A crystal of HgTe is held in one fixed cubic cell, and its pressure is computed with several density functionals in several programs. The pressure counts as positive in compression: a positive value means that the functional would like a larger cell, a negative value that it would like a smaller one. The atoms sit still at their sites, and the cell is the same in every row. The pressures nevertheless range over several gigapascals, so the differences come from the functional or from the technical choices of each run.

Kohn-Sham DFT calculations of HgTe (space group F-43m) with ABINIT, GPAW and Ansatz, without spin polarization, in a fixed 2-atom cell with edges of 4.546 Å and angles of 60°. The basis column gives the plane-wave cutoff. Pressure is positive in compression, and the Ansatz values are without the Pulay correction.

```csv
method,rung,program,potentials,basis,spin orbit,k mesh,smearing,pressure (GPa)
LDA,LDA,ABINIT,JTH PAW LDA v2.0,544 eV,no,6x6x6 2-atom cell,Fermi Dirac 0.05eV,0.410
LDA,LDA,GPAW,"GPAW PAW data sets (gpaw data 1.2.1), other valence",450 eV,no,6x6x6 2-atom cell,Fermi Dirac 0.01eV,-0.240
PBE,GGA,Ansatz,Ansatz PAW,420 eV,no,7x7x7 2-atom cell,gaussian 0.026eV,4.520
PBE,GGA,ABINIT,PseudoDojo NC SR PBE v0.4.1 standard,925 eV,no,5x5x5 2-atom cell,Fermi Dirac 0.05eV,4.460
PBEsol,GGA,ABINIT,PseudoDojo NC SR PBEsol v0.4.1 standard,925 eV,no,5x5x5 2-atom cell,Fermi Dirac 0.05eV,1.680
PBEsol,GGA,ABINIT,JTH PAW PBE v2.0,544 eV,no,9x9x9 2-atom cell,Fermi Dirac 0.05eV,2.020
r2SCAN,meta-GGA,ABINIT,JTH PAW PBE v2.0,653 eV,no,3x3x3 2-atom cell,Fermi Dirac 0.05eV,4.900
HSE06,hybrid,Ansatz,Ansatz PAW,420 eV,yes,3x3x3 2-atom cell,Fermi Dirac 0.05eV,3.830
PBE0,hybrid,Ansatz,Ansatz PAW,420 eV,yes,3x3x3 2-atom cell,Fermi Dirac 0.05eV,3.760
r2SCAN0,hybrid,Ansatz,Ansatz PAW,500 eV,yes,4x4x4 2-atom cell,Fermi Dirac 0.05eV,1.760
```

**(a) Do the differences between LDA, PBEsol and PBE stand out from the scatter among programs?**

*Solution.* Each of these three functionals appears twice, with different potentials or in different programs, so the table carries its own measure of scatter. The two LDA runs differ by 0.65 GPa, the two PBEsol runs by 0.34 GPa and the two PBE runs by only 0.06 GPa. These figures contain the joint effect of potentials, number of valence electrons, basis and k mesh. Two runs are a small sample, so they give the size of the scatter and no strict bound.

The steps between functionals are larger. Even the closest LDA and PBEsol runs are 1.27 GPa apart, and the closest PBEsol and PBE runs are 2.44 GPa apart. The order LDA, PBEsol, PBE therefore holds whichever run is picked for each. The sign of the LDA pressure does not hold in this way: one run gives a small positive value and the other a small negative one, so LDA is near zero and no more can be said.

The cleanest single step is the one between the two ABINIT runs with PseudoDojo potentials. They share cutoff, mesh and smearing, and each uses potentials made for its own functional. Going from PBEsol to PBE there raises the pressure by 2.78 GPa. Both functionals are of the GGA type, so the rung in the table does not fix the pressure; the strength of the gradient correction within the rung matters at least as much.

**(b) Why does the pressure rise from LDA through PBEsol to PBE, and what does it mean as a length?**

*Solution.* Pressure is the slope of the energy against volume, $P = -\mathrm{d}E/\mathrm{d}V$. For two functionals A and B in the same cell,

$$P_A - P_B = -\frac{\mathrm{d}(E_A - E_B)}{\mathrm{d}V}.$$

A constant difference in energy drops out. What counts is whether functional A gains energy over functional B as the crystal expands. If it does, A pushes outward more strongly and shows the higher pressure.

LDA takes the exchange and correlation energy at each point from a uniform electron gas of the local density $n$. A GGA also looks at how quickly the density varies, through the reduced gradient $s \propto |\nabla n|/n^{4/3}$. In GGA exchange, a larger $s$ makes the energy more negative. The functional thus rewards a density that varies strongly compared with its own size.

Expansion produces just such a density. In the outer part of an atom the density falls off roughly exponentially, so its gradient is proportional to the density itself, and $s$ grows as $n^{-1/3}$ when the density thins. When neighbouring atoms move together, their tails overlap, fill the valleys between them and even out the density. When they move apart, the valleys deepen and $s$ rises. The gradient correction therefore gains energy on expansion, and by the equation above it adds a positive pressure in a fixed cell.

This argument also places PBEsol. Its exchange has a gradient coefficient of roughly half that of PBE, chosen to suit the slowly varying densities of solids, so it pushes outward less. The table agrees with this order, although the order alone does not establish the mechanism, which rests on the known form of the functionals.

The argument is weaker on the size. From LDA to PBEsol, both in ABINIT with JTH potentials (the PBEsol run with a set made for PBE), the pressure rises by 1.61 GPa; with the step of 2.78 GPa found in (a), the whole rise is $1.61 + 2.78 = 4.39$ GPa. PBEsol has covered $1.61/4.39 \approx 0.37$ of the way, where a simple proportion to the exchange coefficient would put it at about half. The choice of runs alone moves this share between 0.31 and 0.48, so the shortfall is not firmly fixed. A likely part of it is that correlation has a gradient term as well, which works against that of exchange. PBEsol weakens this opposing term less than it weakens exchange, so less of the outward push survives.

To turn a pressure into a length, let $a$ be the cube edge and $B$ the bulk modulus, the resistance of the crystal to a change of volume. For a small change, $P \approx B\,\Delta V/V$, and since the volume goes as $a^3$,

$$\frac{\Delta a}{a} \approx \frac{P}{3B}.$$

Here $\Delta a$ is the growth of the edge that would bring the pressure to zero. A rough recalled value for HgTe is $B \approx 45$ GPa. The Ansatz run with PBE then gives $4.52/(3 \times 45) \approx 0.033$, so PBE would like an edge about 3% longer than the one it was given. The stiffness itself changes over such a stretch, so the result deserves one figure. For PBEsol the same rule gives between 1 and 1.5%.

A perfect functional would not give zero pressure here either. The edge of the real crystal is, as a rough recalled figure, half a percent longer than that of this cell. Read backwards, the rule turns this into $3 \times 45 \times 0.005 \approx 0.7$ GPa. LDA lies less than 1 GPa below this target, PBEsol about 1 GPa above it and PBE nearly 4 GPa above it.

The LDA and PBEsol misses should not be charged wholly to the functional. These runs leave out spin-orbit coupling, and the measured edge includes thermal and zero-point motion, which a static lattice lacks. The PBE miss is far larger than the scatter and has the direction well known for this functional, which makes most crystals of this kind too large.

The length matters when HgTe is grown as a thin film on CdTe, as in quantum wells. The edge of CdTe is roughly 0.3% longer than that of HgTe, so a film that follows its substrate is slightly stretched in the plane. Suppose that a PBE calculation imposes the measured CdTe edge. That edge is about 0.8% longer than the present cell, while PBE would like HgTe to be about 3% longer, so the computed film is compressed by more than 2% where the real one is stretched.

The cure is to take the substrate edge from the same functional. CdTe has the same structure and similar bonds, and the gradient correction pushes it outward in the same way. Much of the error is then common to film and substrate and cancels in the strain. A neighbouring series with CdTe in place of HgTe should accordingly show the same order of LDA, PBEsol and PBE.

**(c) How do the hybrid functionals and the two r2SCAN rows fit into this picture?**

*Solution.* HSE06 and PBE0 start from PBE and replace a quarter of its exchange by exact exchange, HSE06 only at short range. With them the pressure falls below that of PBE in the same program, by 0.69 and 0.76 GPa. The direction is plausible. Exact exchange removes part of the spurious repulsion of an electron with itself, which draws filled shells such as the 5d shell of mercury closer to the nucleus and softens their repulsion with the neighbours.

How much of the fall is due to exact exchange remains open. The hybrid runs also include spin-orbit coupling and use a much coarser k mesh than the PBE run, and either could shift the pressure by a noticeable part of the difference. HSE06 and PBE0 share these settings with each other, but the long-range part of exact exchange, which only PBE0 includes, converges slowly with the k mesh. On so coarse a mesh the 0.07 GPa between them is no ground for ranking them. What can be said is that both pressures, as computed, lie nearer to those of PBE than to those of PBEsol.

The r2SCAN pair looks quite different. The pressure drops from 4.90 GPa with r2SCAN to 1.76 GPa with r2SCAN0, about four times the drop from PBE to PBE0. Yet r2SCAN0, too, mixes in a quarter of exact exchange, so the share of exact exchange alone does not explain the contrast. Program, potentials, number of valence electrons, spin-orbit coupling and k mesh all change along with the functional.

The filling of the bands changes as well. At the centre of the Brillouin zone, the r2SCAN run fills an s-like level that the r2SCAN0 run leaves empty. This level is antibonding between mercury and tellurium and falls relative to the p-like levels as the crystal expands, so filling it pushes outward. On a 3x3x3 mesh this single point stands for 1/27 of the whole zone, which exaggerates the effect. Part of the large drop is therefore expected to come from the emptied level, though these runs do not show how much. PBE and PBE0 both keep the level filled, so no such switch enters their difference.

There are reasons to doubt the r2SCAN value first. It is the highest pressure in the table, whereas r2SCAN usually gives semiconductors a smaller cell than PBE does. The run combines r2SCAN with potentials made for PBE, on the coarsest mesh of the table. Its total energy also lies about 1994 eV above that of PBEsol with the same potentials and the same number of electrons. A constant shift of this kind would leave the pressure untouched, as the equation in (b) shows, but a shift that varies with volume would not. Which of the two is present here has not been tested, so the 4.90 GPa should not be taken as the verdict of r2SCAN on HgTe.

The r2SCAN0 row needs a different caution. Its pressure is close to that of PBEsol and not far from the target of (b), which might recommend it. Its bands tell otherwise: the run finds a gap of 0.58 eV, while all the other runs find none. In real HgTe the s-like level, which forms the conduction edge in ordinary semiconductors of this structure, lies below the top of the p-like valence bands, and this inversion closes the gap. The r2SCAN0 run puts the level back on top and so describes an ordinary semiconductor.

A reasonable pressure is therefore no proof of reasonable bands. The pressure depends on how the energy of all the electrons changes with volume, whereas the band order hangs on the relative position of two levels at one point of the Brillouin zone. For a film whose use rests on the inverted bands, both have to be checked.
